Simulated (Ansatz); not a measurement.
## InSe in Ansatz: the effect of target pressure

Crystal: InSe.

```
In Se
1.0
     2.00000    1.15470    8.44000
    -2.00000    1.15470    8.44000
     0.00000   -2.30940    8.44000
In Se
2 2
Cartesian
  0.0000 0.0000 22.4994
  0.0000 0.0000 0.0000
  0.0000 0.0000 4.3525
  0.0000 0.0000 9.7102
```

Alike in all runs:

| Property | Result |
| --- | --- |
| Program | Ansatz 0.2.0 |
| Task | relaxation of cell and atoms |
| Functional | PBEsol |
| Potentials or basis | Ansatz PAW |
| Cutoff | 420 eV (not typed: the program's choice for these potentials) |
| k mesh | 8 × 8 × 8 |
| Occupations | fermi-dirac, width 0.05 eV |
| Spin | no spin polarisation |

Each run relaxes the cell or the atoms first.

```tsv
target pressure	relaxed volume (Å³/atom)	gap on the mesh (eV)
0 GPa	29.33	0.37
2 GPa	27.27	0.35
5 GPa	25.62	0.58
10 GPa	23.80	0.69
20 GPa	21.44	0.36
30 GPa	?	?
```

Question: What does the run with target pressure 30 GPa give?

Answer: Relaxed volume 19.81 Å³/atom; gap on the mesh 0.02 eV.

Worked out: A parabola through the other rows of the relaxed volume, of slope 0.316 Å³/atom per GPa there, extrapolates to 22.93 Å³/atom, against the run's 19.81. The fit is too stiff a form for this range. The gap on the mesh follows no smooth curve through the other rows.

Caveats: the plane-wave basis is chosen anew once the cell has moved, so the energies of steps on either side of that aren't comparable; spin-orbit coupling is left out, which moves the levels of the heavy elements; the PAW data sets come from PBE, with cores solved anew for the run's functional, which leaves a small shift of forces and pressure; the volume moved by over 15 % at a fixed basis, so the end points are rough (some runs).

A k mesh can miss the band edges.

Runs at the PBE level aren't shown here.
